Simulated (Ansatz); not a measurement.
# Rh: the cost of one run

Program: Ansatz 0.2.0. Level of theory: DFT PBE, scalar-relativistic, plane waves, PAW. These are calculated values, not measurements.

3 further runs of the same task are left out: 1 that didn't finish, 2 set aside as unsound or not needed.

## Step 1: The system as given

It takes space group Fm-3m (No. 225, cubic). The conventional cell has a = 3.830 Å, b = 3.830 Å, c = 3.830 Å, α = 90.00°, β = 90.00°, γ = 90.00°. Around Rh (site symmetry m-3m) lie 12 Rh at 2.71 Å.

Structure file:

```cif
data_structure
_symmetry_space_group_name_H-M 'Fm-3m'
_symmetry_Int_Tables_number 225
_cell_length_a 3.8299
_cell_length_b 3.8299
_cell_length_c 3.8299
_cell_angle_alpha 90.000
_cell_angle_beta 90.000
_cell_angle_gamma 90.000
_cell_volume 56.18
loop_
_atom_site_label
_atom_site_type_symbol
_atom_site_symmetry_multiplicity
_atom_site_Wyckoff_symbol
_atom_site_fract_x
_atom_site_fract_y
_atom_site_fract_z
_atom_site_occupancy
Rh1 Rh 4 a 0.00000 0.00000 0.00000 1
```

It is built from the cell relaxed beforehand with the same method (14.04 Å³/atom).

## Step 2: The undisturbed cell

input.yaml

```yaml
crystal:
  lattice:
    - [0.0, -1.9149654119, -1.9149654119]
    - [0.0, 1.9149654119, -1.9149654119]
    - [3.8299308239, 0.0, 0.0]
  atoms:
    - { symbol: Rh, position: [0.5, 0.5, 0.5] }
    - { symbol: Rh, position: [0.0, 0.0, 0.0] }
basis:
  ecutwfc: 420
kpoints:
  mp_grid: { grid: [12, 12, 10] }
hamiltonian:
  xc: pbe
scf:
  occupations: { method: gaussian, width: 0.15 }
output:
  forces: true
  stress: true
  eigenvalues: true
  write_density: true
  write_potential: true
  elf: true
  volumetric_format: npy
```

Run with:

```
$ ansatz run input.yaml --threads 1 --pin off --max-ram 2560MiB --backend cpu --events-out ev --progress --plain --runs-dir out
```

Q: Estimate wall time and peak memory on 1 thread of Intel Xeon Platinum 8488C (Sapphire Rapids), shared host.

About 4.6 s, with a peak of 0.39 GiB.
